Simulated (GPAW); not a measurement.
The system is GaN.

```xyz
4
Lattice="3.1800 0.0000 0.0000 -1.5900 2.7540 0.0000 0.0000 0.0000 5.1660" Properties=species:S:1:pos:R:3 pbc="T T T"
Ga    1.5900    0.9180    2.5830
Ga    0.0000    1.8360    0.0000
N     1.5900    0.9180    4.5203
N     0.0000    1.8360    1.9373
```

* Program: GPAW 26.7.0
* Task: relaxation of cell and atoms
* Functional: RPBE
* Dispersion: D4
* Potentials or basis: the program's PAW data sets (release 1.2.1) made for this functional
* Cutoff: 800 eV
* Basis: pw
* k mesh: 7 × 7 × 4
* Occupations: fermi-dirac, width 0.05 eV
* Spin: no spin polarisation

At the start: pressure 7.0 GPa; volume 11.31 Å³/atom.

**Question.** Where does the relaxation end?

**Answer.** Over 5 steps the energy falls by 9.8 meV/atom and the volume is 11.69 Å³/atom (+3.3 %); space group P6_3mc (No. 186, to 0.05 Å).

Step by step:
```csv
step,energy change (eV),largest force (eV/Å),pressure (GPa),volume (Å³)
1,0.0000,0.1751,6.99,45.24
2,-0.0120,0.0804,5.78,45.48
3,-0.0360,0.1176,1.27,46.45
4,-0.0381,0.0889,0.41,46.65
5,-0.0392,0.0257,-0.07,46.76
```

Final structure:
```
Ga N
1.0
     3.21362    0.00000    0.00000
    -1.60681    2.78308    0.00000
     0.00000    0.00000    5.22786
Ga N
2 2
Direct
  0.66667 0.33333 0.49891
  0.33333 0.66667 0.99891
  0.66667 0.33333 0.87608
  0.33333 0.66667 0.37607
```

Caveat: the data sets keep Ga 3d, Li 1s and Be 1s frozen, and some such compounds lay over 1.5 % in volume off other programs; later steps reuse the first step's grids.
